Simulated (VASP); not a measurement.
# Os: single point with PBE

Crystal: Os.

```xyz
2
Lattice="2.7341 0.0000 0.0000 -1.3671 2.3678 0.0000 0.0000 0.0000 4.3197" Properties=species:S:1:pos:R:3 pbc="T T T"
Os    1.3671    0.7893    3.2398
Os    0.0000    1.5785    1.0799
```

| Item | Value |
| --- | --- |
| Program | VASP 6.6.1 |
| Task | single point |
| Functional | PBE |
| Potentials or basis | VASP PAW PBE potentials, release 64 (Os) |
| Cutoff | 520 eV |
| k mesh | 11 × 11 × 6 |
| Occupations | gaussian, width 0.025 eV |
| Spin | no spin polarisation |
| Further INCAR settings | ALGO = Normal; EDIFF = 1e-06; NBANDS = 15 |

```yaml
Pressure: 8.8 GPa
Band_gap_on_the_k_mesh: none (metal or under the smearing width)
```

Stress tensor (GPa, compression positive):
```
8.70 0.00 0.00
0.00 8.70 0.00
0.00 0.00 8.99
```

Levels at points of the mesh, in eV from the Fermi level:
| k point | band 6 | band 7 | band 8 | band 9 | band 10 | band 11 |
| --- | --- | --- | --- | --- | --- | --- |
| (0.00, 0.00, 0.00) | -2.15 | -2.15 | -1.50 | -1.50 | 0.08 | 1.75 |
| (0.00, 0.00, 0.50) | -3.19 | -3.19 | -3.19 | 0.96 | 0.96 | 0.96 |

Run time: 12 s on 1 thread of Intel(R) Xeon(R) Platinum 8375C CPU @ 2.90GHz (Ice Lake), with other jobs on the host, peak memory 0.15 GiB.

Spin-orbit coupling is left out, which matters for the levels of Os.
